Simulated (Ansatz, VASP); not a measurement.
## Two plane-wave programs on Si

```
Si
1.0
     0.00000    2.71692    2.71692
     2.71692    0.00000    2.71692
     2.71692    2.71692    0.00000
Si
2
Direct
  0.75000 0.75000 0.75000
  0.50000 0.50000 0.50000
```

Alike in both runs: functional PBEsol; k mesh 8 × 8 × 8; occupations gaussian, width 0.02 eV; no spin polarisation.

Ansatz relaxed the structure, and its values are those at the end. VASP's run is a single point on that final structure, the one shown.

|  | VASP | Ansatz |
| --- | --- | --- |
| version | VASP 6.6.1 | Ansatz 0.2.0 |
| potentials or method | VASP PAW PBE potentials, release 64 (Si) | scalar-relativistic, plane waves, PAW |
| plane-wave cutoff (eV) | 520 | 420 |
| valence electrons in the cell | 8 | 8 |

|  | VASP | Ansatz | Ansatz less VASP |
| --- | --- | --- | --- |
| gap on the k mesh at the Fermi level (eV) | 0.51 | 0.51 | +0.005 |
| least direct gap on the mesh (eV) | 2.52 | 2.52 | +0.003 |
| pressure (GPa) | 0.1 | 0.0 | -0.10 |

Caveats: the PAW data sets were made with another functional, which shifts forces and pressure a little (VASP). A k mesh can miss the band edges. Expect the measured gap to be larger: semilocal functionals such as PBEsol lack the derivative discontinuity.
